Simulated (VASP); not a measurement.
# BN, self-consistent run: which settings are enough?

BN, Fmm2 (no. 42), 2 atoms in the cell. PBE with TS; PAW potentials N, B (PBE set). VASP 6.6.1.

Wanted: energy within 2 meV/atom; pressure within 0.1 GPa.

POSCAR:
```
BN
1.0
    0.0000000000      3.4953158300      2.1660912400
    1.2516321000      0.0000000000      2.1660912400
    1.2516321000      3.4953158300      0.0000000000
N B
1 1
Direct
    0.6666513400      0.6666513400      0.3333486600
    0.0000486500      0.0000486500      0.9999513500
```

## Self-consistent screening

| Self-consistent screening | Energy less reference (meV/atom) | Pressure (GPa) | SCF iterations | Time (s) |
|---|---|---|---|---|
| default | 0.0 | 0.41 | 14 | 34 |
| SCSRAD = 30 | 0.0 | 0.42 | 14 | 18 |
| SCSRAD = 60 | 0.0 | 0.41 | 14 | 19 |
| LSCALER0 = F | 29.2 | 2.61 | 14 | 29 |

Chosen: default; SCSRAD = 30 would be accurate enough too and is faster here.

## The input

INCAR:
```
SYSTEM = BN
ALGO     = Normal         ! electronic algorithm
EDIFF    = 1E-7           ! SCF threshold, eV
ENCUT    = 520            ! plane-wave cutoff, eV
ISIF     = 2              ! what is computed and relaxed
ISMEAR   = 0              ! smearing method
IVDW     = 2              ! dispersion correction
LASPH    = .True.         ! aspherical terms in the spheres
LCHARG   = .False.        ! write CHGCAR
LREAL    = .False.        ! projectors in reciprocal space
LVDWSCS  = .True.       
LWAVE    = .False.        ! write WAVECAR
NELM     = 100            ! most SCF steps
PREC     = Accurate       ! precision mode
SIGMA    = 0.02           ! smearing width, eV
```

KPOINTS:
```
k-points
0
Gamma
  9 9 9
```

Commands:
```
cat potpaw_PBE.64/N/POTCAR potpaw_PBE.64/B/POTCAR > POTCAR
mpirun -np 1 vasp_std > vasp.out
```

The chosen input took VASP 6.6.1 34 s on 1 core (Intel Xeon Platinum 8375C @ 2.90GHz (Ice Lake)), a shared host.
